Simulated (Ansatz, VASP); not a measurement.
## Two plane-wave programs on Hf

```
Hf
1.0
     0.00000    3.02751    3.02751
     3.02751    0.00000    3.02751
     3.02751    3.02751    0.00000
Hf
2
Direct
  0.12500 0.12500 0.12500
  0.87500 0.87500 0.87500
```

Alike in both runs: task single point; functional LDA; k mesh 10 × 10 × 10; occupations fermi-dirac, width 0.1 eV; no spin polarisation.

```csv
,VASP,Ansatz
version,VASP 6.6.1,Ansatz 0.2.0
potentials or method,"VASP PAW LDA potentials, release 64 (Hf_pv)","plane waves (420 eV) with PAW, scalar-relativistic"
plane-wave cutoff (eV),520,420
valence electrons in the cell,20,52
```

```csv
,VASP,Ansatz,Ansatz less VASP
pressure (GPa),2.7,3.2,+0.45
```

The two sets of potentials don't hold the same shells in valence. Ansatz warned: «pseudo_functional_mismatch».

Spin-orbit coupling is left out, which matters for the levels of Hf.
